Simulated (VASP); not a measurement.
# MgO (Fm-3m) in VASP: Born charges and dielectric tensor with RPBE

Aim: the Born charges and dielectric tensor of MgO with RPBE.

Program: VASP 6.6.1. These are calculated values, not measurements. Logs are shortened: lines on timing, memory, paths and dates and some standing lists are left out, and cuts for length are marked.

**Experimental background.**

From “Electronic structure of alkaline earth and post-transition metal oxides”, 2009, arxiv:0908.1581, for a bulk crystal of MgO: band gap 7.83 eV.

“Infrared Optical Properties of Ferropericlase (Mg1-xFexO): Experiment and Theory”, 2007, arxiv:0704.2267 reports, for a bulk crystal of MgO at 295 K: high-frequency dielectric constant 2.95 ± 0.1.

The runs below are set against these values where they give the same quantity.

## 1. The structure

The structure is cubic, space group Fm-3m (No. 225). The conventional cell has a = 4.287 Å, b = 4.287 Å, c = 4.287 Å, α = 90.00°, β = 90.00°, γ = 90.00°. Around Mg (site symmetry m-3m) lie 6 O at 2.14 Å. Around O (site symmetry m-3m) lie 6 Mg at 2.14 Å.

## 2. Born charges and dielectric tensor, RPBE

Contents of INCAR:

```
  PREC = Accurate
  ENCUT = 600
  EDIFF = 1E-8
  ISMEAR = 0
  SIGMA = 0.02
  LREAL = False
  LASPH = True
  NELM = 100
  ALGO = Fast
  ISIF = 2
  LWAVE = False
  LCHARG = False
  GGA = RP
  LEPSILON = True
  IBRION = 8
  NSW = 1
```

Contents of KPOINTS:

```
Automatic mesh
0
Gamma
  10 10 10
```

Contents of POSCAR:

```
MgO
1.0
    0.0000000000      2.1437100000      2.1437100000
    2.1437100000      0.0000000000      2.1437100000
    2.1437100000      2.1437100000      0.0000000000
Mg O
1 1
Direct
    0.0000000000      0.0000000000      0.0000000000
    0.5000000000      0.5000000000      0.5000000000
```

Potentials or basis: VASP PAW PBE potentials, release 64 (Mg, O).

The run is started by

```sh
> cat potpaw_PBE.64/Mg/POTCAR potpaw_PBE.64/O/POTCAR > POTCAR
> mpirun -np 1 vasp_std > vasp.out
```

OUTCAR:

```text
PREC = Accurate
   ENCUT = 600
   EDIFF = 1E-8
   ISMEAR = 0
   LREAL = False
   LASPH = True
   NELM = 100
   ISIF = 2
   GGA = RP
   LEPSILON = True
   IBRION = 8
   NSW = 1

 ion  position               nearest neighbor table
   1  0.000  0.000  0.000-   2 2.14   2 2.14   2 2.14   2 2.14   2 2.14   2 2.14
   2  0.500  0.500  0.500-   1 2.14   1 2.14   1 2.14   1 2.14   1 2.14   1 2.14

  LATTYP: Found a face centered cubic cell.
 ALAT       =     4.2874200000

  Lattice vectors:

 A1 = (   0.0000000000,   2.1437100000,   2.1437100000)
 A2 = (   2.1437100000,   0.0000000000,   2.1437100000)
 A3 = (   2.1437100000,   2.1437100000,   0.0000000000)

Analysis of symmetry for initial positions (statically):
=====================================================================
 Subroutine PRICEL returns:
 Original cell was already a primitive cell.

 Routine SETGRP: Setting up the symmetry group for a
 face centered cubic supercell.

 Subroutine GETGRP returns: Found 48 space group operations
 (whereof 48 operations were pure point group operations)
 out of a pool of 48 trial point group operations.

The static configuration has the point symmetry O_h .

Analysis of symmetry for dynamics (positions and initial velocities):
=====================================================================
 Subroutine PRICEL returns:
 Original cell was already a primitive cell.

 Routine SETGRP: Setting up the symmetry group for a
 face centered cubic supercell.

 Subroutine GETGRP returns: Found 48 space group operations
 (whereof 48 operations were pure point group operations)
 out of a pool of 48 trial point group operations.

The dynamic configuration has the point symmetry O_h .

 Subroutine INISYM returns: Found 48 space group operations
 (whereof 48 operations are pure point group operations),
 and found     1 'primitive' translations

----------------------------------------------------------------------------------------

                                     Primitive cell

  volume of cell :      19.7028

  direct lattice vectors                    reciprocal lattice vectors
     0.000000000  2.143710000  2.143710000    -0.233240504  0.233240504  0.233240504
     2.143710000  0.000000000  2.143710000     0.233240504 -0.233240504  0.233240504
     2.143710000  2.143710000  0.000000000     0.233240504  0.233240504 -0.233240504

  length of vectors
     3.031663756  3.031663756  3.031663756     0.403984403  0.403984403  0.403984403

  position of ions in fractional coordinates (direct lattice)
     0.000000000  0.000000000  0.000000000
     0.500000000  0.500000000  0.500000000

  ion indices of the primitive-cell ions
   primitive index   ion index
                 1           1
                 2           2

----------------------------------------------------------------------------------------

 KPOINTS: Automatic mesh

Automatic generation of k-mesh.
 Grid dimensions read from file:
 generate k-points for:   10   10   10

 Generating k-lattice:

  Cartesian coordinates                     Fractional coordinates (reciprocal lattice)
    -0.023324050  0.023324050  0.023324050     0.100000000  0.000000000  0.000000000
     0.023324050 -0.023324050  0.023324050     0.000000000  0.100000000  0.000000000
     0.023324050  0.023324050 -0.023324050     0.000000000  0.000000000  0.100000000

  Length of vectors
[... 413 lines left out ...]

  energy without entropy =       -0.13357002

------------------------ aborting loop because EDIFF is reached ----------------------------------------

--------------------------------------- Ionic step        2  -------------------------------------------

------------------------ aborting loop because EDIFF is reached ----------------------------------------

--------------------------------------- Ionic step        3  -------------------------------------------

------------------------ aborting loop because EDIFF is reached ----------------------------------------

 PIEZOELECTRIC TENSOR FIELD DIRECTION 3  (e Angst)
 -----------------------------------------------------------------------------
    -0.00015  0.00000  0.00000           ( -0.00001  0.00000  0.00000)
     0.00000 -0.00015  0.00000           (  0.00000 -0.00001  0.00000)
     0.00000  0.00000 -0.00017           (  0.00000  0.00000 -0.00001)

 PIEZOELECTRIC TENSOR FIELD DIRECTION 3  (C/m^2)
 -----------------------------------------------------------------------------
    -0.00012  0.00000  0.00000
     0.00000 -0.00012  0.00000
     0.00000  0.00000 -0.00014

--------------------------------------- Ionic step        4  -------------------------------------------

------------------------ aborting loop because EDIFF is reached ----------------------------------------

[... ionic steps 5 to 6 ...]

--------------------------------------- Ionic step        7  -------------------------------------------

 Free energy of the ion-electron system (eV)
  ---------------------------------------------------
  ---------------------------------------------------
  free energy    TOTEN  =        -0.36021217 eV

  energy without entropy =       -0.36021217

------------------------ aborting loop because EDIFF is reached ----------------------------------------

 INTERNAL STRAIN TENSOR  FOR ION    2  DIRECTION 1   (eV/Angst):
 -----------------------------------------------------------------------------
    -0.00428 -0.00000  0.00000
    -0.00000  0.00684  0.00000
     0.00000  0.00000  0.00684

 MACROSCOPIC STATIC DIELECTRIC TENSOR (including local field effects in DFT)
 ------------------------------------------------------
           3.181568     0.000000     0.000000
          -0.000000     3.181568     0.000000
          -0.000000     0.000000     3.181568
 ------------------------------------------------------

 PIEZOELECTRIC TENSOR (including local field effects)  for field in x, y, z        (e  Angst)
          XX          YY          ZZ          XY          YZ          ZX
  --------------------------------------------------------------------------------
  x     0.00000     0.00000     0.00000     0.00000     0.00000     0.00000
  y     0.00000     0.00000     0.00000     0.00000     0.00000     0.00000
  z     0.00000     0.00000     0.00000     0.00000     0.00000     0.00000

 PIEZOELECTRIC TENSOR (including local field effects)  for field in x, y, z        (C/m^2)
          XX          YY          ZZ          XY          YZ          ZX
  --------------------------------------------------------------------------------
  x     0.00000     0.00000     0.00000     0.00000     0.00000     0.00000
  y     0.00000     0.00000     0.00000     0.00000     0.00000     0.00000
  z     0.00000     0.00000     0.00000     0.00000     0.00000     0.00000

 BORN EFFECTIVE CHARGES (including local field effects) (in |e|, cummulative output)
 ---------------------------------------------------------------------------------
 ion    1
    1     1.99336    -0.00000     0.00000
    2     0.00000     1.99336     0.00000
    3     0.00000     0.00000     1.99336
 ion    2
    1    -1.99336     0.00000     0.00000
    2    -0.00000    -1.99336     0.00000
    3     0.00000     0.00000    -1.99336

 INTERNAL STRAIN TENSOR FOR ION    2 for displacements in x,y,z  (eV/Angst):
          X           Y           Z          XY          YZ          ZX
  --------------------------------------------------------------------------------
  x     0.00000     0.00000     0.00000     0.00000     0.00000     0.00000
  y     0.00000     0.00000     0.00000     0.00000     0.00000     0.00000
  z     0.00000     0.00000     0.00000     0.00000     0.00000     0.00000

 SECOND DERIVATIVES (NOT SYMMETRIZED)
 ------------------------------------
               1X          1Y          1Z          2X          2Y          2Z
  1X    -4.432424    0.000000    0.000000    4.432424    0.000000    0.000000
  1Y     0.000000   -4.432424    0.000000    0.000000    4.432424    0.000000
  1Z     0.000000    0.000000   -4.432424    0.000000    0.000000    4.432424
  2X     4.423321    0.000000    0.000000   -4.423321    0.000000    0.000000
  2Y     0.000000    4.423321    0.000000    0.000000   -4.423321    0.000000
  2Z     0.000000    0.000000    4.423321    0.000000    0.000000   -4.423321

 Eigenvectors and eigenvalues of the dynamical matrix
 ----------------------------------------------------

   1 f  =   10.589465 THz    66.535570 2PiTHz  353.226526 cm-1    43.794488 meV
             X         Y         Z           dx          dy          dz
      0.000000  0.000000  0.000000    -0.630449    0.000000    0.000000
      2.143710  2.143710  2.143710     0.776231   -0.000000    0.000000
[... 21 lines left out ...]
   6 f/i=    0.005327 THz     0.033469 2PiTHz    0.177683 cm-1     0.022030 meV
             X         Y         Z           dx          dy          dz
      0.000000  0.000000  0.000000     0.075471    0.229921    0.737547
      2.143710  2.143710  2.143710     0.061297    0.186740    0.599029

--------------------------------------------------------------------------------------------------------

 MACROSCOPIC STATIC DIELECTRIC TENSOR IONIC CONTRIBUTION
 ------------------------------------------------------
           8.241654    -0.000000    -0.000000
          -0.000000     8.241654     0.000000
          -0.000000     0.000000     8.241654
 ------------------------------------------------------

 ELASTIC MODULI CONTR FROM IONIC RELAXATION (kBar)
 Direction    XX          YY          ZZ          XY          YZ          ZX
 --------------------------------------------------------------------------------
 XX           0.0000      0.0000      0.0000      0.0000      0.0000      0.0000
 YY           0.0000      0.0000      0.0000      0.0000      0.0000      0.0000
 ZZ           0.0000      0.0000      0.0000      0.0000      0.0000      0.0000
 XY           0.0000      0.0000      0.0000      0.0000      0.0000      0.0000
 YZ           0.0000      0.0000      0.0000      0.0000      0.0000      0.0000
 ZX           0.0000      0.0000      0.0000      0.0000      0.0000      0.0000
 --------------------------------------------------------------------------------

 PIEZOELECTRIC TENSOR IONIC CONTR  for field in x, y, z        (C/m^2)
          XX          YY          ZZ          XY          YZ          ZX
  --------------------------------------------------------------------------------
  x     0.00000     0.00000     0.00000     0.00000     0.00000     0.00000
  y     0.00000     0.00000     0.00000     0.00000     0.00000     0.00000
  z     0.00000     0.00000     0.00000     0.00000     0.00000     0.00000
```

It took 2.5 min on 1 thread of AMD EPYC 7R13 (Zen 3), shared host; peak memory 0.17 GiB.

What came out:

- Band gap on the k mesh: 4.33 eV, direct
- Electronic dielectric tensor (diagonal): 3.18
- Born charges (mean of the diagonal): Mg +1.99; O -1.99 e
- Highest phonon frequency at Γ, LO-TO splitting left out: 353 cm⁻¹

Phonon frequencies in cm⁻¹ (negative: imaginary):
| q point | frequencies |
| --- | --- |
| (0.000, 0.000, 0.000) | 0 0 0 353 353 353 |

Electronic dielectric tensor:
```
3.18 0.00 0.00
0.00 3.18 0.00
0.00 0.00 3.18
```

Born effective charge tensors (e):
atom 1, Mg
```
1.99 0.00 0.00
0.00 1.99 0.00
0.00 0.00 1.99
```
atom 2, O
```
-1.99  0.00  0.00
 0.00 -1.99  0.00
 0.00  0.00 -1.99
```

## 3. Against experiment

Step 2. Measured gap of MgO: 7.83 eV (quoted in “Electronic structure of alkaline earth and post-transition metal oxides”, 2009, arxiv:0908.1581). This calculation gives 4.33 eV (-3.50 eV). The value is that of RPBE, without temperature or zero-point motion. Semilocal functionals fall short of measured gaps as a rule. Against the measured high-frequency dielectric constant of MgO, 2.95 (295 K; “Infrared Optical Properties of Ferropericlase (Mg1-xFexO): Experiment and Theory”, 2007, arxiv:0704.2267), the calculated 3.18 is off by +7.8 %.
